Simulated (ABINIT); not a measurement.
Runs of ABINIT 10.8.3 (patched build) on Si2W. Symmetry: I4/mmm, No. 139, tetragonal system. The conventional cell has a = 3.214 Å, b = 3.214 Å, c = 7.830 Å, α = 90.00°, β = 90.00°, γ = 90.00°. Around W (site symmetry 4/mmm) lie 10 Si at 2.62 Å. Around Si (site symmetry 4mm) lie 5 Si at 2.59 to 2.63 Å and 5 W at 2.62 Å. 

```tsv
task	cell	k mesh	cutoff (eV)	cell freedom (optcell)	optimiser (ionmov)	cutoff smearing ecutsm (Ha)	force stop (Ha/bohr)	stop of the response cycle (tolvrs)	gap on the mesh (eV)	pressure (GPa)	largest force (eV/Å)
single point	cell relaxed	9 × 9 × 9	1007	-	-	-	-	-	none	0.0	-
single point	as given	9 × 9 × 9	816	-	-	-	-	-	none	(a)	0.04
relaxation of cell and atoms	relaxed	9 × 9 × 9	1007	2	2	0.5	2e-05	-	none	0.0	-
phonons	cell relaxed at zero pressure by an earlier run	8 × 8 × 8	1007	-	-	0.5	-	1e-08	none	0.0	0.01
```

Alike in all rows: level PBE; potentials or basis PseudoDojo NC SR PBE v0.4.1 standard; no spin polarisation; smearing fermi-dirac 0.05 eV.

**Question.** Fill in the values left out.

**Answer.** (a) 3.2.

Caveats: the mesh is coarse for a metal's response (some runs).

A k mesh can miss the band edges, and the runs leave out spin-orbit coupling on W.

A gap of «none» marks a metal or a gap under the smearing width.
